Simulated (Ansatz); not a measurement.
The system is Si2Ni.

```xyz
3
Lattice="0.0000 2.7030 2.7030 2.7030 0.0000 2.7030 2.7030 2.7030 0.0000" Properties=species:S:1:pos:R:3 pbc="T T T"
Ni    0.0000    0.0000    0.0000
Si    4.0545    4.0545    4.0545
Si    1.3515    1.3515    1.3515
```

Program: Ansatz 0.2.0. Alike in all runs: potentials or basis Ansatz PAW; cell as given; k mesh 9 × 9 × 9; cutoff (eV) 420.

Problem. Order these runs on this cell by their pressure, lowest first.
A. level LDA+U; spin collinear, random start; U Ni d U = 4.0 eV; smearing tetrahedron; hubbard projectors ortho-atomic (the default); double counting fll (the default); other keys crystal.symmetry = detect False; scf.occupations.width = left out; …
B. level PBE+D4+U; spin collinear, ferromagnetic start; U Ni d U = 3 eV; smearing gaussian 0.1 eV; hubbard projectors ortho-atomic (the default); double counting fll (the default)
C. level PBE; spin collinear, ferromagnetic start; smearing fermi-dirac 0.05 eV

Solution. A (-5.6 GPa), B (-1.6 GPa), C (3.8 GPa).

Caveats: the starting moments weren't kept; the magnetic or orbital state may not be the lowest (some runs); the U is typed as a test and isn't derived for this compound (some runs); the PAW data sets come from PBE, with cores solved anew for the run's functional, which leaves a small shift of forces and pressure (some runs); with tetrahedron occupations forces and stress needn't match the slope of the energy (some runs); pairwise dispersion overbinds metals, which lowers pressure and volume (some runs).
